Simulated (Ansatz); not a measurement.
NiO:

```xyz
2
Lattice="0.0000 2.0859 2.0859 2.0859 0.0000 2.0859 2.0859 2.0859 0.0000" Properties=species:S:1:pos:R:3 pbc="T T T"
Ni    0.0000    0.0000    0.0000
O     2.0859    2.0859    2.0859
```

Base run:

| Item | Value |
| --- | --- |
| Program | Ansatz 0.2.0 |
| Functional | PBE |
| Potentials or basis | Ansatz PAW |
| Cutoff | 420 eV (not typed: the program's choice for these potentials) |
| k mesh | 11 × 11 × 11 |
| Occupations | fermi-dirac, width 0.05 eV |
| Spin | collinear spin, ferromagnetic start |
| Starting moments | [1.0, 0.0] μB |

Its results: band gap on the k mesh none (metal or under the smearing width); pressure 5.7 GPa; net moment 1.73 μB per cell; site moments Ni +1.40; O +0.27 μB.

Q: The run is repeated on the same cell with these changes: occupations from fermi-dirac, width 0.05 eV to methfessel-paxton, width 0.05 eV; hubbard terms from none to Ni d U = 7 eV; hubbard projectors from none to ortho-atomic (the default). What comes out?

A: Band gap on the k mesh 2.38 eV, indirect (least direct gap 3.24 eV); pressure 15.1 GPa; net moment 2.00 μB per cell; site moments Ni +1.74; O +0.19 μB.

Caveats: a cell with one magnetic atom can't hold antiferromagnetic order, which such compounds often take; semilocal functionals often make such compounds metallic where correlation or magnetic order opens a gap, which also shifts bond lengths (some runs); the magnetic or orbital state may not be the lowest (some runs); odd divisions of the mesh miss points on the zone boundary, where band edges often lie, so the gap on the mesh can be too wide (some runs).

A k mesh can miss the band edges.
